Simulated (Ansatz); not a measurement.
## Strain and the gap of LiH (rocksalt)

LiH (rocksalt), relaxed with r2SCAN in the PAW code Ansatz. The symmetry is Fm-3m (No. 225, cubic); a = 4.006 Å in the conventional setting, 8.04 Å³ an atom. Li is surrounded by 6 H at 2.00 Å; H is surrounded by 6 Li at 2.00 Å.

The axes x, y and z are those of this cell:
```yaml
crystal:
  lattice:
    - [0.00000, 2.00299, 2.00299]
    - [2.00299, 0.00000, 2.00299]
    - [2.00299, 2.00299, 0.00000]
  atoms:
    - { symbol: Li, position: [0.00000, 0.00000, 0.00000] }
    - { symbol: H, position: [0.50000, 0.50000, 0.50000] }
```

Unstrained: PBE gives a direct gap of 2.984 eV at X. With r2SCAN the gap is 3.630 eV and direct, at X. HSE06 gives a direct gap of 3.971 eV at X. Meshes: PBE 10×10×10, r2SCAN 10×10×10, HSE06 8×8×8. Strains are changes of length per length. After each strain the atoms were relaxed again with r2SCAN in this cell and within any symmetry left, so distortions that break it or need a larger cell weren't tested; points keep the names that they have in the unstrained zone. (Simulation; spin polarisation is off.)

Changes of the least gap in eV (an overlap counts as a negative gap):

| strain | volume change (%) | space group | PBE | r2SCAN | HSE06 | G0W0@PBE (mesh) | energy rise, r2SCAN (meV/atom) |
| --- | --- | --- | --- | --- | --- | --- | --- |
| uniaxial +1.5 % along [111] | +1.5 | R-3m | +0.011 | +0.009 | +0.008 | +0.01 | 0.6 |
| epitaxial +1.0 % in the xy plane, free normal strain -0.32 % | +1.7 | I4/mmm | -0.112 | -0.118 | -0.123 | -0.12 | 0.5 |
| isotropic -3.0 % on every length | -8.7 | Fm-3m | -0.076 | -0.064 | -0.062 | -0.09 | 7.8 |
| uniaxial +0.5 % along z | +0.5 | I4/mmm | -0.053 | -0.056 | -0.057 | -0.06 | 0.1 |

Unstrained, G0W0@PBE with 67 empty bands, a screening cutoff of 150 eV and a 6×6×6 mesh gives 4.80 eV on its mesh; the band count follows the volume. G0W0 values are finite-basis, finite-mesh values.

Uniaxial +1.5 % along [111], other directions held. HSE06: the gap goes from 3.971 to 3.979 eV (+0.008 eV). Stress change with r2SCAN, compression positive: xx -0.52, yy -0.52, zz -0.52, xy -0.51, xz -0.51, yz -0.51 GPa.

Epitaxial +1.0 % in the xy plane, free normal strain -0.32 %. HSE06: the gap goes from 3.971 to 3.847 eV (-0.123 eV); the edges move from X to X → X [(1/2, 0, 1/2)]; the X points, equivalent before, split by 110 meV, and the valence top lies at those like (1/2, 1/2, 0); the X points, equivalent before, split by 184 meV, and the conduction bottom lies at those like (1/2, 0, 1/2). Stress change with r2SCAN, compression positive: xx -0.87, yy -0.87, zz +0.02 GPa.

Isotropic -3.0 % on every length. HSE06: the gap goes from 3.971 to 3.908 eV (-0.062 eV). Stress change with r2SCAN, compression positive: xx +3.84, yy +3.84, zz +3.84 GPa. For HSE06, dE_g/d ln V = 0.7 eV over this step.

Uniaxial +0.5 % along z, other directions held. HSE06: the gap goes from 3.971 to 3.913 eV (-0.057 eV); the edges move from X to X → X [(1/2, 1/2, 0)]; the X points, equivalent before, split by 42 meV, and the valence top lies at those like (1/2, 0, 1/2); the X points, equivalent before, split by 70 meV, and the conduction bottom lies at those like (1/2, 1/2, 0). Stress change with r2SCAN, compression positive: xx -0.06, yy -0.06, zz -0.41 GPa.

The meshes of the hybrids are coarse, so their gaps aren't converged to the digits shown.
